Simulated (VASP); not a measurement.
Here is a VASP 6.6.1 calculation.

File INCAR:

```
PREC = Accurate
ENCUT = 520
EDIFF = 1E-8
ISMEAR = 0
SIGMA = 0.05
LREAL = F
LASPH = T
NELM = 100
ALGO = Normal
ISIF = 2
LWAVE = F
LCHARG = F
GGA = PE
IVDW = 11
LEFG = T
```

The input KPOINTS:

```
Automatic mesh
0
Gamma
  13 12 13
```

The input POSCAR:

```
Cu
1.0
   -0.0044255800      1.7884307700      1.8385346600
    1.8229069400     -0.0174867600      1.8515958300
    1.7828182100      1.7614032200      0.0226019700
Cu
1
Cartesian
    0.0000000000      0.0000000000      0.0000000000
```

Potentials or basis: VASP PAW PBE potentials, release 64 (Cu_pv).

The run is started by

```console
$ cat potpaw_PBE.64/Cu_pv/POTCAR > POTCAR
$ mpirun -np 1 vasp_std > vasp.out
```

(1) What does it give for the dispersion energy per atom?

(2) What does it give for the pressure?

(3) What does it give for the band gap on the k mesh?

## Answers

(1) -0.502 eV.

(2) -8.3 GPa.

(3) none (metal or under the smearing width).

Caveat: pairwise dispersion overbinds metals, which lowers pressure and volume.
